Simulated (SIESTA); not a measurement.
Runs of SIESTA 5.4.2 on Cu. Symmetry: P6_3/mmc, No. 194, hexagonal system. The conventional cell has a = 2.534 Å, b = 2.534 Å, c = 4.113 Å, α = 90.00°, β = 90.00°, γ = 120.00°. Cu (site symmetry -6m2) is surrounded by 12 Cu at 2.52 to 2.53 Å. This isn't the form of Cu at room conditions, which is fcc.

```tsv
task	level	potentials or basis	gap on the mesh (eV)	pressure (GPa)	V0 of scaled cells (Å³/atom)	B0 (GPa)
band structure	LDA	PseudoDojo 0.4 standard (LDA files), DZP (energy shift 0.003 Ry; two zetas on semicore shells)	none	-8.5	-	-
equation of state	PBEsol	PseudoDojo 0.4 standard (PBEsol files), DZP (energy shift 0.003 Ry; two zetas on semicore shells)	-	-	11.31	170
equation of state	LDA	PseudoDojo 0.4 standard (LDA files), DZP (energy shift 0.003 Ry; two zetas on semicore shells)	-	-	(b)	(a)
band structure	PBEsol	PseudoDojo 0.4 standard (PBEsol files), DZP (energy shift 0.003 Ry; two zetas on semicore shells)	none	-1.7	-	-
```

Alike in all rows: no spin polarisation; cell as given; k mesh 12 × 12 × 7; smearing fermi-dirac 0.05 eV; grid cutoff 800 Ry; energy shift 0.003 Ry.

Q: Fill in the values left out.

A: (a) 198; (b) 10.89.

Caveats: short orbitals over semicore shells can move pressures by several GPa; the basis of atomic orbitals isn't converged, which shifts pressures, moduli and gaps; the cell was scaled at fixed shape and fractional positions, which overstates the stiffness of a crystal with free parameters, most of all of layers and chains (some runs).

A k mesh can miss the band edges.

A gap of «none» marks a metal or a gap under the smearing width.

Not every run made on this cell is shown here.
